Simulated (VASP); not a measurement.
# BN (P6_3/mmc) in VASP: a series of runs, part 2 of 2

VASP 6.6.1. The steps go on from the part before.

## Step 3: Relaxation of cell and atoms, PBE

This run uses another cell than the first one, of 9.92 Å³/atom, 1.106 times its volume.

Input file INCAR:

```
PREC = Accurate
ENCUT = 520
EDIFF = 1E-7
ISMEAR = 0
SIGMA = 0.02
LREAL = False
LASPH = True
NELM = 100
ALGO = Normal
ISIF = 3
LWAVE = False
LCHARG = False
GGA = PE
IBRION = 2
NSW = 80
EDIFFG = -0.002
KPAR = 4
```

Input file KPOINTS:

```
regular mesh
0
Gamma
  15 15 6
```

Input file POSCAR:

```
BN                                      
1.0
    2.5123400676     -0.0000000000     -0.0000000000
   -1.2561700338      2.1757503166      0.0000000000
   -0.0000000000     -0.0000000000      7.2570410990
  B               N             
     2     2
Direct
     0.3333333300000021    0.6666666699999979    0.2500000000000000
     0.6666666699999979    0.3333333300000021    0.7500000000000000
     0.3333333300000021    0.6666666699999979    0.7500000000000000
     0.6666666699999979    0.3333333300000021    0.2500000000000000
```

Potentials or basis: VASP PAW PBE potentials, release 64 (B, N).

The run is started by

```console
cat potpaw_PBE.64/B/POTCAR potpaw_PBE.64/N/POTCAR > POTCAR
mpirun -np 4 vasp_std > vasp.out
```

OUTCAR:

```text
PREC = Accurate
   ENCUT = 520
   EDIFF = 1E-7
   ISMEAR = 0
   LREAL = False
   LASPH = True
   NELM = 100
   ISIF = 3
   GGA = PE
   IBRION = 2
   NSW = 80
   EDIFFG = -0.002

 ion  position               nearest neighbor table
   1  0.333  0.667  0.250-   4 1.45   4 1.45   4 1.45
   2  0.667  0.333  0.750-   3 1.45   3 1.45   3 1.45
   3  0.333  0.667  0.750-   2 1.45   2 1.45   2 1.45
   4  0.667  0.333  0.250-   1 1.45   1 1.45   1 1.45

  LATTYP: Found a hexagonal cell.
 ALAT       =     2.5123400676
 C/A-ratio  =     2.8885584370

  Lattice vectors:

 A1 = (   2.5123400676,   0.0000000000,   0.0000000000)
 A2 = (  -1.2561700338,   2.1757503166,   0.0000000000)
 A3 = (   0.0000000000,   0.0000000000,   7.2570410990)

[... 395 lines left out ...]
      1     -16.4895      2.00000
      2     -16.4001      2.00000
      3      -4.5096      2.00000
      4      -3.5123      2.00000
      5      -0.1888      2.00000
      6      -0.1888      2.00000
      7      -0.1814      2.00000
      8      -0.1814      2.00000
      9       5.7702      0.00000
     10       9.7881      0.00000
     11      12.1379      0.00000
     12      12.6552      0.00000
[... 331 lines left out ...]
 k-point    24 :       0.4000    0.2000    0.0000
  band No.  band energies     occupation
      1     -13.0681      2.00000
      2     -13.0529      2.00000
      3      -7.2416      2.00000
      4      -7.2156      2.00000
      5      -4.7481      2.00000
      6      -4.7297      2.00000
      7       0.5958      2.00000
      8       0.9097      2.00000
      9       5.8173      0.00000
     10       6.1739      0.00000
     11      12.7233      0.00000
     12      13.4159      0.00000

 [... further k-points ...]

------------------------ aborting loop because EDIFF is reached ----------------------------------------

  FORCE on cell =-STRESS in cart. coord.  units (eV):
  Direction    XX          YY          ZZ          XY          YZ          ZX
  --------------------------------------------------------------------------------------
  -------------------------------------------------------------------------------------
  Total       -0.0037538     -0.0037538     -0.0002062     -0.0000000     -0.0000000      0.0000000
  in kB       -0.1434019     -0.1434019     -0.0078787     -0.0000000     -0.0000000      0.0000000
  external PRESSURE =      -0.0982275 kB  Pullay stress =       0.0000000 kB
[... 19 lines left out ...]
  FREE ENERGIE OF THE ION-ELECTRON SYSTEM (eV)
  ---------------------------------------------------
  free  energy   TOTEN  =       -35.1993175200 eV

  energy  without entropy=      -35.1993175200  energy(sigma->0) =      -35.19931752

 reached required accuracy - stopping structural energy minimisation
```

OSZICAR:

```text
N       E                     dE             d eps       ncg     rms          rms(c)
DAV:   1     0.675765349511E+02    0.67577E+02   -0.81635E+03  2608   0.121E+03
DAV:   2    -0.339316601142E+02   -0.10151E+03   -0.92826E+02  3904   0.261E+02
DAV:   3    -0.387395605551E+02   -0.48079E+01   -0.47763E+01  3324   0.600E+01
DAV:   4    -0.387934171291E+02   -0.53857E-01   -0.53820E-01  3212   0.699E+00
[... 121 lines left out ...]
DAV:   1    -0.351993559823E+02   -0.40916E-04   -0.11059E-03  2724   0.297E-01    0.314E-02
DAV:   2    -0.351993240455E+02    0.31937E-04   -0.53293E-05  2824   0.654E-02    0.118E-02
DAV:   3    -0.351993183938E+02    0.56518E-05   -0.13098E-05  3148   0.281E-02    0.439E-03
DAV:   4    -0.351993175808E+02    0.81294E-06   -0.18223E-06  3360   0.119E-02    0.165E-03
DAV:   5    -0.351993175200E+02    0.60829E-07   -0.42675E-07  3160   0.532E-03
  14 F= -.35199318E+02 E0= -.35199318E+02  d E =-.762940E-05
```

CONTCAR:

```text
BN
   1.00000000000000
     2.5125441777845476    0.0000000000000000    0.0000000000000000
    -1.2562720888922738    2.1759270812041516    0.0000000000000000
    -0.0000000000000000   -0.0000000000000000    7.6713315726757747
  B               N
     2     2
Direct
     0.3333333300000021    0.6666666699999979    0.2500000000000000
     0.6666666699999979    0.3333333300000021    0.7500000000000000
     0.3333333300000021    0.6666666699999979    0.7500000000000000
     0.6666666699999979    0.3333333300000021    0.2500000000000000

  0.00000000E+00  0.00000000E+00  0.00000000E+00
  0.00000000E+00  0.00000000E+00  0.00000000E+00
  0.00000000E+00  0.00000000E+00  0.00000000E+00
  0.00000000E+00  0.00000000E+00  0.00000000E+00
```

It took 4.2 min on 4 MPI ranks of AMD EPYC 7R43 (Zen 3), shared host; peak memory 0.14 GiB.

What came out:

- Free energy: -35.1993 eV
- Relaxed volume: 10.49 Å³/atom
- Relaxed cell: a = 2.513 Å, b = 2.513 Å, c = 7.671 Å, α = 90.00°, β = 90.00°, γ = 120.00°
- Space group after relaxing (to 0.05 Å): P6_3/mmc (No. 194)
- Energy gained by relaxing: 1.4 meV/atom
- Ionic steps: 14
- Pressure after relaxing: 0.0 GPa
- Band gap on the k mesh: 4.50 eV, indirect (least direct gap 4.65 eV)

The path:
```csv
step,energy change (eV),largest force (eV/Å),pressure (GPa),volume (Å³)
1,0.0000,0.0000,0.34,39.67
2,-0.0005,0.0000,0.13,39.79
3,-0.0015,0.0000,-0.47,40.15
4,-0.0019,0.0000,-1.63,40.87
5,-0.0020,0.0000,-1.28,40.65
6,-0.0021,0.0000,-1.27,40.66
7,-0.0023,0.0000,-1.23,40.70
8,-0.0027,0.0000,-1.15,40.78
9,-0.0035,0.0000,-1.00,40.95
10,-0.0047,0.0000,-0.70,41.28
11,-0.0058,0.0000,-0.13,41.94
12,-0.0058,0.0000,-0.09,41.99
13,-0.0058,0.0000,-0.05,41.96
14,-0.0058,0.0000,-0.01,41.94
```

Final structure:
```cif
data_structure
_symmetry_space_group_name_H-M 'P 1'
_symmetry_Int_Tables_number 1
_cell_length_a 2.5125
_cell_length_b 2.5125
_cell_length_c 7.6713
_cell_angle_alpha 90.000
_cell_angle_beta 90.000
_cell_angle_gamma 120.000
_cell_volume 41.94
loop_
_atom_site_label
_atom_site_type_symbol
_atom_site_fract_x
_atom_site_fract_y
_atom_site_fract_z
_atom_site_occupancy
B1 B 0.33333 0.66667 0.25000 1
B2 B 0.66667 0.33333 0.75000 1
N1 N 0.33333 0.66667 0.75000 1
N2 N 0.66667 0.33333 0.25000 1
```

Caveat: an odd mesh through Γ misses points on the zone boundary, where band edges often lie; this functional lacks dispersion, which binds the layers, so the pressure and a relaxed spacing across them are unreliable. Zero-point motion and thermal expansion aren't in these numbers.
